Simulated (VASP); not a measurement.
**VASP 6.6.1 run: NaF**

INCAR

```
NSW = 0
GGA = PE
ISMEAR = -1
NELM = 120
LCHARG = .FALSE.
LREAL = .FALSE.
EDIFF = 1E-7
ISIF = 2
LASPH = .TRUE.
PREC = Accurate
NBANDS = 14
SIGMA = 0.02
LWAVE = .FALSE.
ENCUT = 350
IBRION = -1
```

KPOINTS

```
KPOINTS created by Atomic Simulation Environment
0
Gamma
10 10 10
0 0 0
```

POSCAR

```
Na F
 1.0000000000000000
     0.0000000000000000    2.3574295280999999    2.3574295280999999
     2.3574295280999999    0.0000000000000000    2.3574295280999999
     2.3574295280999999    2.3574295280999999    0.0000000000000000
 Na  F
   1   1
Cartesian
  0.0000000000000000  0.0000000000000000  0.0000000000000000
  2.3574295280999999  2.3574295280999999  2.3574295280999999
```

The recommended PBE PAW datasets give the neutral cell 14 valence electrons.

Command

```
mpirun -np 1 vasp_std
```

OSZICAR

```
N       E                     dE             d eps       ncg     rms          rms(c)
DAV:   1     0.822439900283E+02    0.82244E+02   -0.65149E+03  1422   0.921E+02
DAV:   2    -0.581104070963E+01   -0.88055E+02   -0.83206E+02  1466   0.277E+02
DAV:   3    -0.937171815789E+01   -0.35607E+01   -0.35567E+01  1598   0.535E+01
DAV:   4    -0.939514769249E+01   -0.23430E-01   -0.23428E-01  1484   0.470E+00
DAV:   5    -0.939537984911E+01   -0.23216E-03   -0.23216E-03  1580   0.463E-01    0.478E+00
DAV:   6    -0.864171191407E+01    0.75367E+00   -0.23100E+00  1552   0.123E+01    0.202E+00
DAV:   7    -0.862152024075E+01    0.20192E-01   -0.21951E-02  1376   0.216E+00    0.118E+00
DAV:   8    -0.861642869364E+01    0.50915E-02   -0.27363E-02  1406   0.344E+00    0.118E-01
DAV:   9    -0.861724014784E+01   -0.81145E-03   -0.32518E-03  1586   0.493E-01    0.819E-02
DAV:  10    -0.861718400690E+01    0.56141E-04   -0.37379E-04  1484   0.211E-01    0.761E-03
DAV:  11    -0.861718506874E+01   -0.10618E-05   -0.11887E-05  1580   0.740E-02    0.308E-03
DAV:  12    -0.861718566290E+01   -0.59416E-06   -0.11671E-06  1496   0.192E-02    0.167E-03
DAV:  13    -0.861718561360E+01    0.49292E-07   -0.25666E-07  1412   0.445E-03
   1 F= -.86171856E+01 E0= -.86171856E+01  d E =-.139027E-12
```

From OUTCAR

```
k-points           NKPTS =     47   k-points in BZ     NKDIM =     47   number of bands    NBANDS=     14

   NELECT =      14.0000    total number of electrons

   dimension x,y,z NGX =    20 NGY =   20 NGZ =   20
   dimension x,y,z NGXF=    40 NGYF=   40 NGZF=   40

  energy-cutoff  :      350.00
  volume of cell :       26.20
      direct lattice vectors                 reciprocal lattice vectors
     0.000000000  2.357429528  2.357429528    -0.212095418  0.212095418  0.212095418
     2.357429528  0.000000000  2.357429528     0.212095418 -0.212095418  0.212095418
     2.357429528  2.357429528  0.000000000     0.212095418  0.212095418 -0.212095418

 k-points in reciprocal lattice and weights: KPOINTS created by Atomic Simulation Env
   0.00000000  0.00000000  0.00000000       0.001
   0.10000000  0.00000000  0.00000000       0.008
   0.20000000  0.00000000  0.00000000       0.008
   0.30000000  0.00000000  0.00000000       0.008
   0.40000000  0.00000000  0.00000000       0.008
   0.50000000  0.00000000  0.00000000       0.004
   0.10000000  0.10000000  0.00000000       0.006
   0.20000000  0.10000000  0.00000000       0.024
   ...

 E-fermi :  -1.8654

 k-point     1 :       0.0000    0.0000    0.0000
  band No.  band energies     occupation
      1     -21.4561      2.00000
      2     -21.4018      2.00000
      3     -21.4018      2.00000
      4     -21.4018      2.00000
      5      -2.3726      2.00000
      6      -2.3725      2.00000
      7      -2.3725      2.00000
      8       3.7116      0.00000
      9      16.3179      0.00000
     10      16.3179      0.00000
     11      16.3180      0.00000
     12      19.0187      0.00000
     13      21.1972      0.00000
     14      21.1972      0.00000

 k-point     2 :       0.1000    0.0000    0.0000
  band No.  band energies     occupation
      1     -21.6456      2.00000
      2     -21.4028      2.00000
      3     -21.4028      2.00000
      4     -21.1973      2.00000
      5      -2.5441      2.00000
      6      -2.3931      2.00000
      7      -2.3931      2.00000
      8       4.0611      0.00000
      9      15.0488      0.00000
     10      16.4605      0.00000
     11      16.4605      0.00000
     12      20.3948      0.00000
     13      20.7513      0.00000
     14      20.7513      0.00000

 k-point     3 :       0.2000    0.0000    0.0000
  band No.  band energies     occupation
      1     -21.8361      2.00000
      2     -21.4054      2.00000
      3     -21.4054      2.00000
      4     -20.9822      2.00000
      5      -2.9776      2.00000
      6      -2.4547      2.00000
      7      -2.4547      2.00000
      8       4.9524      0.00000
      9      13.3036      0.00000
     10      16.8105      0.00000
     11      16.8106      0.00000
     12      20.1095      0.00000
     13      20.1095      0.00000
     14      21.3556      0.00000

 k-point     4 :       0.3000    0.0000    0.0000
  band No.  band energies     occupation
      1     -21.9799      2.00000
      2     -21.4087      2.00000
      3     -21.4087      2.00000
      4     -20.8038      2.00000
      5      -3.4304      2.00000
      6      -2.5213      2.00000
      7      -2.5213      2.00000
      8       6.1331      0.00000
      9      11.7801      0.00000
     10      17.1402      0.00000
     11      17.1402      0.00000
     12      19.8258      0.00000
     13      19.8258      0.00000
     14      21.0820      0.00000

 ...

  Total       -3.3528857     -3.3528857     -3.3528857     -0.0000000     -0.0000000     -0.0000000
  in kB     -205.0138383   -205.0138383   -205.0138383     -0.0000000     -0.0000000     -0.0000000
  external PRESSURE =    -205.0138383 kB  Pullay stress =       0.0000000 kB

 POSITION                                       TOTAL-FORCE (eV/Angst)
 -----------------------------------------------------------------------------------
      0.00000      0.00000      0.00000        -0.000000      0.000000     -0.000000
      2.35743      2.35743      2.35743         0.000000     -0.000000      0.000000
 -----------------------------------------------------------------------------------
    total drift:                                0.000000      0.000000      0.000000

  FREE ENERGIE OF THE ION-ELECTRON SYSTEM (eV)
  ---------------------------------------------------
  free  energy   TOTEN  =        -8.6171856136 eV

  energy  without entropy=       -8.6171856136  energy(sigma->0) =       -8.61718561
```

It converged. Results: gap between bands v and c on the k mesh 6.08 eV; least direct gap on the k mesh 6.08 eV; pressure -20.5 GPa. Band v is the last that the valence electrons fill when counted band by band, and c is the next.

These settings aren't sound, so the numbers aren't properties of the crystal.

On sound settings PBE gives a gap of 6.03 eV on its mesh and a pressure of -0.5 GPa for the intended cell.

The run took about 6.7 s on one core of a shared host (Intel Xeon Platinum 8488C) and held 0.12 GiB at most.
